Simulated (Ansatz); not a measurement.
MnSb (I4/mmm); stretched by 2 % along z at fixed volume; collinear moments without spin–orbit coupling.

```
Mn Sb
1.0
     0.00000    2.76748    2.85092
     2.76748    0.00000    2.85092
     2.76748    2.76748    0.00000
Mn Sb
1 1
Cartesian
  0.0000 0.0000 0.0000
  2.7675 2.7675 2.8509
```

Geometry: a structure from the Materials Project, strained as stated; nothing is relaxed.

Settings: PBE, 9×9×9 k mesh, Fermi–Dirac smearing of 0.025 eV. LAPW is all-electron LAPW in Ansatz 0.2.0. Site moments are integrated in spheres about the atoms. Start moments (μB): Mn1 3.8.

The self-consistent cycle went as follows.

```csv
iteration,Harris–Foulkes energy less the last (meV),density residual (eV),M (μB),∫|m| (μB)
1,-139.038,4.6e-01,3.5174,3.7803
2,-69.634,1.3e-01,3.8481,4.0967
3,10.357,1.9e-02,3.8416,4.1451
4,0.465,1.0e-02,3.8413,4.1502
5,-2.578,7.2e-03,3.8611,4.1774
6,0.020,5.8e-04,3.8583,4.1728
7,-0.132,3.4e-04,3.8563,4.1690
8,-0.011,1.5e-04,3.8587,4.1734
9,0.039,6.9e-05,3.8578,4.1714
10,0.004,1.5e-05,3.8577,4.1710
11,0.000,1.1e-06,3.8575,4.1705
12,0.000,1.2e-07,3.8575,4.1704
13,0.000,1.5e-08,3.8575,4.1704
14,0.000,3.8e-10,3.8575,4.1704
```

Site moments (μB): Mn1 3.88, Sb2 -0.12. Cell moment 3.86 μB.

The Ansatz runs typed with the search for lower states off end where their start leads. These are results for the start and cell typed. The real compound can order otherwise, in a larger cell, or not at all, since semilocal functionals at zero temperature often overstate magnetism.
